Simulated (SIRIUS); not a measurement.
Runs of SIRIUS 7.10.0 on Sn. Symmetry: I4_1/amd, No. 141, tetragonal system. Conventional cell: a = 5.880 Å, b = 5.880 Å, c = 3.199 Å, α = 90.00°, β = 90.00°, γ = 90.00°. Sn (site symmetry -4m2) is surrounded by 6 Sn at 3.05 to 3.20 Å. 

```tsv
level	potentials or basis	k mesh	cutoff (eV)	radial cutoff for the potentials' integrals	pseudo rcut	mesh quality	gap on the mesh (eV)	pressure (GPa)
PBE	PseudoDojo 0.5 PBE standard (scalar relativistic)	6 × 6 × 6	983	6.5 bohr	6.5 bohr	coarse	none	1.4
PBE	SG15 1.2 PBE (norm-conserving)	6 × 6 × 6	983	6.5 bohr	6.5 bohr	coarse	none	1.4
PBE	PseudoDojo 0.5 PBE stringent (scalar relativistic)	6 × 6 × 6	1388	6.5 bohr	6.5 bohr	coarse	none	1.4
PBEsol	PseudoDojo 0.4.1 PBEsol standard (scalar relativistic)	9 × 9 × 9	983	6.5 bohr	6.5 bohr	not flagged	none	-1.4
PBE	SPMS 1.0 PBE (norm-conserving)	6 × 6 × 6	983	6.5 bohr	6.5 bohr	coarse	none	1.5
PBE	GBRV 1.5 PBE (ultrasoft)	6 × 6 × 6	557	-	-	coarse	none	(a)
PBE	PseudoDojo 0.4.1 PBE standard (scalar relativistic)	9 × 9 × 9	983	-	-	not flagged	none	1.5
```

Alike in all rows: task single point; no spin polarisation; cell as given; smearing fermi-dirac 0.05 eV.

Task: Fill in the values left out.

Result: (a) 1.0.

Caveats: some runs use coarse meshes.

A k mesh can miss the band edges, and the runs leave out spin-orbit coupling on Sn.

A gap of «none» marks a metal or a gap under the smearing width.

Not every run made on this cell is shown here.
